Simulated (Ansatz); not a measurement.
# In4Se4 sheet: levels of theory

Aim: for In4Se4 sheet, compare levels of theory; the runs are relaxing the atoms and single point.

Program: Ansatz 0.2.0. Level of theory: DFT PBE+D3(BJ), scalar-relativistic, plane waves, PAW, and further levels as typed in the inputs. These are calculated values, not measurements.

### Step 1. The starting structure

The structure is monoclinic, space group Cm (No. 8). The conventional cell has a = 6.997 Å, b = 4.000 Å, c = 31.700 Å, α = 90.00°, β = 90.00°, γ = 90.00°. Se (site symmetry m) has 3 In at 2.65 to 2.67 Å as nearest neighbours. Around In (site symmetry m) lie 3 Se at 2.65 to 2.67 Å and 1 In at 2.79 Å.

Coordinates:

```
Se In
1.0
     4.00000    0.00000    0.00000
    -2.00000    3.49874    0.00000
     0.00000    0.00000   31.70000
Se In
4 4
Cartesian
  0.0000 2.3325 9.0000
  0.0000 2.3325 14.3800
  0.0000 0.0000 17.3200
  0.0000 0.0000 22.7000
  0.0000 0.0000 10.2950
  0.0000 0.0000 13.0850
  2.0000 1.1662 18.6150
  2.0000 1.1662 21.4050
```

### Step 2. Relaxing the atoms: In4Se4 sheet, no spin

The input, input.yaml:

```yaml
crystal:
  lattice:
    - [4.0, 0.0, 0.0]
    - [-2.0, 3.4987426313, 0.0]
    - [0.0, 0.0, 31.7]
  atoms:
    - { symbol: Se, position: [0.3333333333, 0.6666666667, 0.2839116719] }
    - { symbol: In, position: [0.0, 0.0, 0.3247634069] }
    - { symbol: In, position: [0.0, 0.0, 0.4127760252] }
    - { symbol: Se, position: [0.3333333333, 0.6666666667, 0.4536277603] }
    - { symbol: Se, position: [0.0, 0.0, 0.5463722397] }
    - { symbol: In, position: [0.6666666667, 0.3333333333, 0.5872239748] }
    - { symbol: In, position: [0.6666666667, 0.3333333333, 0.6752365931] }
    - { symbol: Se, position: [0.0, 0.0, 0.7160883281] }
  periodic: [true, true, false]
scf:
  occupations: { method: gaussian, width: 0.02 }
  n_extra_bands: 6
output:
  forces: true
  stress: false
  write_density: true
  write_potential: true
  elf: true
  volumetric_format: npy
kpoints:
  mp_grid: { grid: [10, 10, 1] }
hamiltonian:
  xc: pbe
  dispersion: d3bj
relax:
  f_tol: 0.005
  max_steps: 100
```

Command:

```bash
$ ansatz run input.yaml --threads 4 --pin off --max-ram 12288MiB --backend cpu --events-out ev --progress --plain --runs-dir out
```

What it wrote:

```text
Warning: crystal.periodic: the lattice vector that does not repeat stood 0.000° off the slab's normal, 31.700 Å along it as the deck builds it. The run solves the slab on a vector along the normal, 51.200 Å long, with every atom where it was (on the deck's vector they left 18.00 Å outside them, and the widest stretch free of ions among them is 2.94 Å). A fractional position that the run reports is one of the run's cell, which starts as this one, and not of the deck's: it goes into a deck with that cell's vectors. The slab on that cell runs as it stands in a deck that lists each atom with its symbol and moment, types crystal.periodic and leaves out crystal.checkpoint, crystal.saddle_side, crystal.structure_sha256, crystal.space_group, crystal.setting, crystal.reduce_to_primitive, crystal.supercell, crystal.defects and each atom's wyckoff. Where those keys changed the vectors of the plane, lay the indices of each lattice_plane and lattice_line anew on these rows. Along the normal they count this vector already. An outside_sphere can name other atoms there (type this run's as sites). In the order of the run's atom list the slab is: crystal.lattice: [[4.0, 0.0, 0.0], [-2.0, 3.4987426313, 0.0], [0.0, -0.0, 51.20000000308]]; position: [0.3333333333, 0.6666666667, 0.1757812499743866]; position: [0.0, 0.0, 0.20107421871309944]; position: [0.0, 0.0, 0.25556640621196985]; position: [0.3333333333, 0.6666666667, 0.2808593750125968]; position: [0.0, 0.0, 0.3382812499501581]; position: [0.6666666667, 0.3333333333, 0.363574218750785]; position: [0.6666666667, 0.3333333333, 0.41806640624965535]; position: [0.0, 0.0, 0.44335937498836825];
Warning: RAYON_NUM_THREADS=4 ignored (pool sized by the plan → 4); use --threads N
crystal.periodic: the lattice vector that does not repeat stood 0.000° off the slab's normal, 31.700 Å along it as the deck builds it. The run solves the slab on a vector along the normal, 51.200 Å long, with every atom where it was (on the deck's vector they left 18.00 Å outside them, and the widest stretch free of ions among them is 2.94 Å). A fractional position that the run reports is one of the run's cell, which starts as this one, and not of the deck's: it goes into a deck with that cell's vectors. The slab on that cell runs as it stands in a deck that lists each atom with its symbol and moment, types crystal.periodic and leaves out crystal.checkpoint, crystal.saddle_side, crystal.structure_sha256, crystal.space_group, crystal.setting, crystal.reduce_to_primitive, crystal.supercell, crystal.defects and each atom's wyckoff. Where those keys changed the vectors of the plane, lay the indices of each lattice_plane and lattice_line anew on these rows. Along the normal they count this vector already. An outside_sphere can name other atoms there (type this run's as sites). In the order of the run's atom list the slab is: crystal.lattice: [[4.0, 0.0, 0.0], [-2.0, 3.4987426313, 0.0], [0.0, -0.0, 51.20000000308]]; position: [0.3333333333, 0.6666666667, 0.1757812499743866]; position: [0.0, 0.0, 0.20107421871309944]; position: [0.0, 0.0, 0.25556640621196985]; position: [0.3333333333, 0.6666666667, 0.2808593750125968]; position: [0.0, 0.0, 0.3382812499501581]; position: [0.6666666667, 0.3333333333, 0.363574218750785]; position: [0.6666666667, 0.3333333333, 0.41806640624965535]; position: [0.0, 0.0, 0.44335937498836825];
scf.n_extra_bands = 6 over 58 filled bands (N_el = 116.0): the run solves 64 bands
Engine: ansatz 0.2.0, x86_64-unknown-linux-gnu
Pseudopotentials: kind: paw
Pseudopotential: Se, paw, valence charge 16, recommended cutoff 420 eV (normal), Se.paw.azcp
Pseudopotential: In, paw, valence charge 13, recommended cutoff 420 eV (normal), In.paw.azcp
Functional definition: PBE
  parameter kappa = 0.804
  parameter beta = 0.06672455060314922
  exchange = pbe_x(kappa = kappa, mu = beta*pi^2/3)
  correlation = pbe_c(beta = beta)
Crystal: 8 atoms, lattice volume = 716.542 Å³
Basis set: ecut = 420 eV, 14079 PW (Γ), exchange–correlation on 54×54×720 points (8 copies of the dense FFT grid, shifted against one another)
Bands: 64, of which v1, the nominal top of the filled ones, is band 58 counted from 1 (57 counted from 0)
Symmetry: 2 space group operations
Space group: Cm (ITA 8), of the structure as read, at distance tolerance 8.9e-5 Å
k-points: 31 of 100 (time reversal used)
Non-local potential: Se, projectors of the file, l = 0: 2, l = 1: 2, l = 2: 3, l = 3: 1
Non-local potential: In, projectors of the file, l = 0: 2, l = 1: 2, l = 2: 2, l = 3: 2
PAW form: soft (Blöchl's): semilocal exchange-correlation on the pseudo side does not see the compensation charge
PAW one-centre angular grid: Se, 590 points (default); XC on 64 Gauss nodes
PAW one-centre angular grid: In, 590 points (default); XC on 64 Gauss nodes
Initial density: superposition of atomic densities (neutral atoms: chi_scale 0, normalization atom), corrected by the library's trained network
Initial wavefunctions: pseudopotential atomic-orbital guess
Functional: x = pbe(κ = 0.804, μ = 0.2195149727645171), c = pbe(β = 0.06672455060314922)
SCF iter   1: F=—  HF=-44273.895085 eV  |F-HF|=—  |Δ(HF+E_count)|=         —  Δρ=1.24e-3  dr2=7.84e-2  ethr=1.77e-3  ⟨swp⟩=10.1  Hψ=9938  notcnv=0
preconditioner: auto → Resta (q_TF=auto, 2.014 Å⁻¹)  ε∞=1.9  [insulator: Δε(μ)=1.082 eV  Ē_g=12.723 eV  σ=0.020 eV  W_gap=1.00  n_scr=122 (ndim 8)  ℏωp=12.1 eV  f_vac=0.668  D(μ)=0.00/eV (n_scr^D=0)  ε∞_Penn≈1.9  vacuum switching on, ρ_ref=1.2e-2 e/Å³]
SCF iter   2: F=—  HF=-44273.902819 eV  |F-HF|=—  |Δ(HF+E_count)|=   7.73e-3  Δρ=1.32e-3  dr2=1.80e-1  ethr=6.76e-5  ⟨swp⟩=4.0  Hψ=4183  notcnv=0  defer=60
SCF iter   3: F=—  HF=-44273.884764 eV  |F-HF|=—  |Δ(HF+E_count)|=   1.81e-2  Δρ=3.53e-4  dr2=4.17e-3  ethr=6.76e-5  ⟨swp⟩=3.0  Hψ=2442  notcnv=0  defer=60
SCF iter   4: F=—  HF=-44273.884735 eV  |F-HF|=—  |Δ(HF+E_count)|=   2.86e-5  Δρ=1.92e-4  dr2=4.82e-4  ethr=3.60e-6  ⟨swp⟩=3.3  Hψ=3805  notcnv=0  defer=60
SCF iter   5: F=—  HF=-44273.884907 eV  |F-HF|=—  |Δ(HF+E_count)|=   1.72e-4  Δρ=7.40e-5  dr2=1.88e-4  ethr=4.16e-7  ⟨swp⟩=2.6  Hψ=3239  notcnv=0  defer=60
SCF iter   6: F=—  HF=-44273.884930 eV  |F-HF|=—  |Δ(HF+E_count)|=   2.28e-5  Δρ=4.90e-5  dr2=1.57e-4  ethr=1.62e-7  ⟨swp⟩=2.5  Hψ=2525  notcnv=0  defer=60
SCF iter   7: F=—  HF=-44273.884930 eV  |F-HF|=—  |Δ(HF+E_count)|=   2.83e-7  Δρ=1.62e-5  dr2=7.15e-6  ethr=1.36e-7  ⟨swp⟩=2.0  Hψ=2246  notcnv=0  defer=60
SCF iter   8: F=-44273.884933 eV  HF=-44273.884933 eV  |F-HF|=1.98e-7  |Δ(HF+E_count)|=   3.02e-6  Δρ=7.07e-6  dr2=5.29e-7  ethr=5.39e-10  ⟨swp⟩=12.1  Hψ=20894  notcnv=0
SCF 1 converged in 8 iterations: F = -44273.884933 eV  dr2 = 5.29e-7
relax step   1: F+E_penalty+E_count = -44273.88493274 eV  Δ(F+E_penalty+E_count) = +0.000e0 eV  max|allowed force component| = 4.684e-2 eV/Å  Δτ_max = 0.0000 Å  (8 SCF iters, dr2 threshold 6.25e-7 eV, accepted)
[... 13 lines left out ...]
relax step   2: F+E_penalty+E_count = -44273.88539987 eV  Δ(F+E_penalty+E_count) = -4.671e-4 eV  max|allowed force component| = 6.076e-2 eV/Å  Δτ_max = 0.0336 Å  (8 SCF iters, dr2 threshold 1.37e-7 eV, accepted)
[... 10 lines left out ...]
relax step   3: F+E_penalty+E_count = -44273.88596364 eV  Δ(F+E_penalty+E_count) = -5.638e-4 eV  max|allowed force component| = 3.099e-3 eV/Å  Δτ_max = 0.0144 Å  (7 SCF iters, dr2 threshold 2.31e-7 eV, accepted)
[... 7 lines left out ...]
relax step   4: F+E_penalty+E_count = -44273.88596369 eV  Δ(F+E_penalty+E_count) = -4.518e-8 eV  max|allowed force component| = 3.123e-3 eV/Å  Δτ_max = 0.0000 Å  (4 SCF iters, accepted)
NSCF: frozen V_eff on 31 k-points
the band table was solved once a step of the walk had ended and its energy, with any forces and stress, was formed, with the checks that follow a solve (10892 applications of the Hamiltonian). They found nothing against the state; the energy, forces and stress were not computed again (output.eigenvalues in the input reference)
WARN: The output density's exchange-correlation potential varies sharply where the density is thin. Do not read a vacuum level from v_tot or v_xc, or from such a field of the output density. On a cell that repeats whose density bears no net charge and no dipole along the vacuum's axis use v_es (v_loc + v_h of the components); under efield.dipole_correction with no amplitude use v_es + v_field, which holds any external_charges[].barrier, or the levels of the report's work_function block, which leave it out; under a non-zero efield.amplitude the vacuum is tilted and has no level; on a cell that repeats and bears such a dipole with no correction it is tilted too, and efield.dipole_correction with no amplitude gives each side of its ramp a level where efield: is served; in a cell that repeats whose density bears a net charge (total_charge, or a fill off its count) it is curved and has none; of a slab under crystal.periodic whose density bears no net charge use v_es, which has a level on each side, short of where the two are joined; of another it falls or rises all the way out and has none; of a slab beside external_charges read slab_vacuum_level instead, which it has where they leave it neutral. The grid or the basis barely resolves most such structure, and the values can differ between equally converged runs; as a rule a tighter scf.convergence.dr2_threshold does not remove it. Where the density itself ripples (under the LDA too) a higher basis.ecutwfc lessens it. The files hold the spikes' plane waves up to the density's cutoff. Files: v_tot_of_output_density and the like, and their columns of v_z.tsv (output.write_potential); v_xc_of_output_density and the like, and their columns of v_comp_z.tsv (output.write_potential_components). Measured: with its Gaussian average of σ = 0.25 Å subtracted twice, the exchange-correlation potential is over 0.1 eV at 2 of the grid points where the equally averaged density (valence and model cores) is under 1e-3 e/Å³, and 0.112 eV at the most among them, at an averaged density of 7.5e-10 e/Å³. See output.write_potential in the manual, Limitations
SCF converged after 4 iterations
Free energy (F): -44273.885964 eV
Harris-Foulkes:  -44273.885964 eV  (|F-HF|=1.64e-9)
Internal energy: -44273.885964 eV  (E = F + TS)
E sigma→0 (E₀):  -44273.885964 eV
Fermi energy:    -5.102745 eV
--- Per-component energies (eV) ---
  E_band       = -3272.055132
  E_kinetic    = 1444.477040
  E_local      = -653413.725614  (includes V_loc(G=0)·N_el)
  E_nonlocal   = -914.102217
  E_hartree    = 325369.145931
  E_xc         = -1276.955127
  E_vxc        = -788.312420  (∫ρ·V_xc dr)
  E_paw        = -24265.535264  (= ΣΔE_a)
  E_vpaw       = -338.662277  (= ΣTr[D̂ρ^β])
  E_aug_tail   = -0.002304  (compensation charges beyond the density's cutoff)
  E_ewald      = 308784.896605
  E_disp       = -2.085013  (pairwise vdW)
  E_smearing   = -0.000000  (= −TS)
  E_closure    = 0.000000  (closes the sum)
  Σ components = -44273.885964   (vs F -44273.885964, Δ=0.00e0)
--- Forces (eV/Å), atoms counted from 1 ---
  atom   1  Se     0.00000000     0.00027384    -0.00001642
  atom   2  In     0.00000000    -0.00068813    -0.00100979
  atom   3  In     0.00000000    -0.00112877     0.00291162
  atom   4  Se     0.00000000     0.00046983    -0.00082338
  atom   5  Se     0.00000000     0.00046454     0.00114291
  atom   6  In     0.00000000     0.00016200    -0.00312207
  atom   7  In     0.00000000     0.00009379     0.00070692
  atom   8  Se     0.00000000     0.00035191     0.00021446
  max |Σ_I F_I| component: 4.24e-6 eV/Å
--- Band table (eV; the first three rows and the last of 31) ---
  k-point 0: bands = ["-52.6751", "-52.6750", "-52.6727", "-52.6725", "-52.6528", "-52.6502", "-52.6491", "-52.6466", "-52.6425", "-52.6385", "-52.6285", "-52.6283", "-52.6208", "-52.6207", "-52.6012", "-52.5988", "-52.5939", "-52.5915", "-52.5893", "-52.5821", "-20.0194", "-20.0115", "-19.8354", "-19.8331", "-19.8274", "-19.8251", "-19.7540", "-19.7515", "-19.7463", "-19.7439", "-19.7405", "-19.7389", "-19.7318", "-19.7302", "-19.5661", "-19.5655", "-19.5577", "-19.5572", "-19.5370", "-19.5286", "-18.6845", "-18.4779", "-18.4243", "-18.3156", "-11.4734", "-11.2817", "-9.3186", "-8.8439", "-6.6048", "-6.5395", "-6.4616", "-6.4433", "-6.4145", "-6.3872", "-6.3610", "-6.3560", "-6.3070", "-5.7123", "-4.5609", "-3.8547", "-3.1310", "-3.0520", "-0.9710", "-0.9192"]
[... 3 lines left out ...]
--- Relaxed structure (4 steps of the walk, 4 accepted, 0 SCFs on fresh bases) ---
  F+E_penalty+E_count = -44273.88596369 eV   max|allowed force component| = 3.123e-3 eV/Å
  cell:  # Å, volume = 716.5425 Å³
    - [4.0, 0.0, 0.0]
    - [-2.0, 3.4987426313, 0.0]
    - [0.0, -0.0, 51.20000000308]
  atoms:
    - { symbol: Se, position: [0.3315340130929579, 0.6630680261859159, 0.1754382460078549] }
    - { symbol: In, position: [-0.0005561606350277619, -0.0011123212700555238, 0.2007964961175035] }
    - { symbol: In, position: [-0.0005577461837483119, -0.0011154923674966239, 0.2553523199636788] }
    - { symbol: Se, position: [0.3314622927894664, 0.6629245855789329, 0.280647718351838] }
    - { symbol: Se, position: [0.0006421001076266791, 0.0012842002152533582, 0.33851743269475043] }
    - { symbol: In, position: [0.6685607074080705, 0.33712141481614094, 0.3637800232444354] }
    - { symbol: In, position: [0.6684070237098367, 0.3368140474196735, 0.41833563753728176] }
    - { symbol: Se, position: [0.0005077697108177451, 0.0010155394216354902, 0.44369462593367676] }
```

Run time: 1.9 min. Hardware: 4 threads of Intel Xeon Platinum 8259CL at 2.50GHz (Skylake/Cascade Lake), shared host; peak memory 2.1 GiB.

The steps of the relaxation:

```csv
step,E - E(step 1) (eV/cell),largest force component (eV/Å)
1,0.0000,0.0468
2,-0.0005,0.0608
3,-0.0010,0.0031
4,-0.0010,0.0031
```

Step 1 is the start.

Axes a, b and c in the maps are those of this run's conventional cell (a, b, c = 6.997, 4.000, 51.200 Å).

Density in a lattice plane of the grid's cell (edges 7.00 and 51.20 Å, at 0.000 of the third edge), which holds Se and In.

Ten even steps from ' ' (0.00 e/Å³) to '@' (18.12 e/Å³):
```
            
            
            
            
            
            
            
            
            
            
@@          
            
..      ..  
            
++          
##          
            
            
            
            
```
Columns run along the first of these edges and rows up along the second, over one cell in 6 and 20 even steps from the bottom left corner. Atoms in the plane (fractional): Se at (0.33, 0.18), In at (1.00, 0.20), In at (1.00, 0.26), Se at (0.33, 0.28), Se at (0.00, 0.34), In at (0.67, 0.36), In at (0.67, 0.42), Se at (0.00, 0.44).

ELF in the same plane.

Ten even steps from '0' (0.00) to '9' (0.87):
```
000000
000000
000000
000000
000000
000000
000000
000000
000000
000000
480018
000433
670126
049500
024102
027302
059500
000000
000000
000000
```
Columns run along the first of these edges and rows up along the second, over one cell in 6 and 20 even steps from the bottom left corner. Atoms in the plane (fractional): Se at (0.33, 0.18), In at (1.00, 0.20), In at (1.00, 0.26), Se at (0.33, 0.28), Se at (0.00, 0.34), In at (0.67, 0.36), In at (0.67, 0.42), Se at (0.00, 0.44).

Both are smooth fields of the valence electrons: close to the nuclei they are not physical.

Maxima of ELF outside the ion cores: 0.88 beside Se, off the lines to its neighbours, 0.9 Å from Se; 0.81 on the Se–In line, 0.9 Å from Se; 0.80 in the shell around Se, 0.8 Å from Se.

### Step 3. Single point: LDA

It takes the final geometry of step 2.

The input, input.yaml:

```yaml
crystal:
  lattice:
    - [4.0, 0.0, 0.0]
    - [-2.0, 3.4987426313, 0.0]
    - [0.0, 0.0, 51.2000000031]
  atoms:
    - { symbol: Se, position: [0.3315340131, 0.6630680262, 0.175438246] }
    - { symbol: In, position: [-0.0005561606, -0.0011123213, 0.2007964961] }
    - { symbol: In, position: [-0.0005577462, -0.0011154924, 0.25535232] }
    - { symbol: Se, position: [0.3314622928, 0.6629245856, 0.2806477184] }
    - { symbol: Se, position: [0.0006421001, 0.0012842002, 0.3385174327] }
    - { symbol: In, position: [0.6685607074, 0.3371214148, 0.3637800232] }
    - { symbol: In, position: [0.6684070237, 0.3368140474, 0.4183356375] }
    - { symbol: Se, position: [0.0005077697, 0.0010155394, 0.4436946259] }
  periodic: [true, true, false]
scf:
  occupations: { method: gaussian, width: 0.01 }
  n_extra_bands: 6
output:
  eigenvalues: true
  eigenstates: { kpoints: [[0.0, 0.0, 0.0]], top_band: c3, e_range: [-3, 4] }
kpoints:
  mp_grid: { grid: [10, 10, 1] }
hamiltonian:
  xc: lda
```

Command:

```bash
$ ansatz run input.yaml --threads 4 --pin off --max-ram 12288MiB --backend cpu --events-out ev --progress --plain --runs-dir out
```

What it wrote (excerpt; [...] marks lines left out):

```text
Warning: RAYON_NUM_THREADS=4 ignored (pool sized by the plan → 4); use --threads N
scf.n_extra_bands = 6 over 58 filled bands (N_el = 116.0): the run solves 64 bands
[...]
Pseudopotentials: kind: paw
Pseudopotential: Se, paw, valence charge 16, recommended cutoff 420 eV (normal), Se.paw.azcp
Pseudopotential: In, paw, valence charge 13, recommended cutoff 420 eV (normal), In.paw.azcp
Functional definition: SPW92
[...]
Crystal: 8 atoms, lattice volume = 716.542 Å³
Basis set: ecut = 420 eV, 14079 PW (Γ)
Bands: 64, of which v1, the nominal top of the filled ones, is band 58 counted from 1 (57 counted from 0)
Symmetry: 2 space group operations
Space group: Cm (ITA 8), of the structure as read, at distance tolerance 8.9e-5 Å
k-points: 31 of 100 (time reversal used)
[...]
SCF iter   1: F=—  HF=-43365.312238 eV  |F-HF|=—  |Δ(HF+E_count)|=         —  Δρ=3.97e-3  dr2=2.20e-1  ethr=1.77e-3  ⟨swp⟩=10.2  Hψ=9918  notcnv=0
[...]
SCF iter  11: F=-43365.268904 eV  HF=-43365.268904 eV  |F-HF|=3.61e-8  |Δ(HF+E_count)|=   1.21e-7  Δρ=2.26e-6  dr2=4.44e-8  ethr=8.62e-11  ⟨swp⟩=12.0  Hψ=8130  notcnv=0
[...]
NSCF: frozen V_eff on 1 k-points
SCF converged after 11 iterations
Free energy (F): -43365.268904 eV
[...]
E sigma→0 (E₀):  -43365.268904 eV
Fermi energy:    -5.408417 eV
[...]
--- Band table (eV; the first three rows and the last of 31) ---
[...]
```

Wall time 41 s (4 threads of Intel Xeon Platinum 8259CL at 2.50GHz (Skylake/Cascade Lake), shared host); peak memory 1.8 GiB.

### Step 4. Single point: PBE

It takes the final geometry of step 2.

input.yaml: that of step 3 with these lines changed.

```diff
@@ -24,2 +24,2 @@
 hamiltonian:
-  xc: lda
+  xc: pbe
```

Command:

```bash
$ ansatz run input.yaml --threads 4 --pin off --max-ram 12288MiB --backend cpu --events-out ev --progress --plain --runs-dir out
```

What it wrote (excerpt; [...] marks lines left out):

```text
Warning: RAYON_NUM_THREADS=4 ignored (pool sized by the plan → 4); use --threads N
scf.n_extra_bands = 6 over 58 filled bands (N_el = 116.0): the run solves 64 bands
[...]
Pseudopotentials: kind: paw
Pseudopotential: Se, paw, valence charge 16, recommended cutoff 420 eV (normal), Se.paw.azcp
Pseudopotential: In, paw, valence charge 13, recommended cutoff 420 eV (normal), In.paw.azcp
Functional definition: PBE
[...]
Crystal: 8 atoms, lattice volume = 716.542 Å³
Basis set: ecut = 420 eV, 14079 PW (Γ)
Bands: 64, of which v1, the nominal top of the filled ones, is band 58 counted from 1 (57 counted from 0)
Symmetry: 2 space group operations
Space group: Cm (ITA 8), of the structure as read, at distance tolerance 8.9e-5 Å
k-points: 31 of 100 (time reversal used)
[...]
SCF iter   1: F=—  HF=-44271.811086 eV  |F-HF|=—  |Δ(HF+E_count)|=         —  Δρ=1.24e-3  dr2=7.75e-2  ethr=1.77e-3  ⟨swp⟩=10.1  Hψ=9967  notcnv=0
[...]
SCF iter  10: F=-44271.800977 eV  HF=-44271.800977 eV  |F-HF|=2.03e-8  |Δ(HF+E_count)|=   3.87e-8  Δρ=1.20e-6  dr2=2.94e-8  ethr=8.62e-11  ⟨swp⟩=12.3  Hψ=6086  notcnv=0
[...]
NSCF: frozen V_eff on 1 k-points
SCF converged after 10 iterations
Free energy (F): -44271.800977 eV
[...]
E sigma→0 (E₀):  -44271.800977 eV
Fermi energy:    -5.102831 eV
[...]
--- Band table (eV; the first three rows and the last of 31) ---
[...]
```

Wall time 38 s (4 threads of Intel Xeon Platinum 8259CL at 2.50GHz (Skylake/Cascade Lake), shared host); peak memory 1.8 GiB.

[end of part 1 of 2]
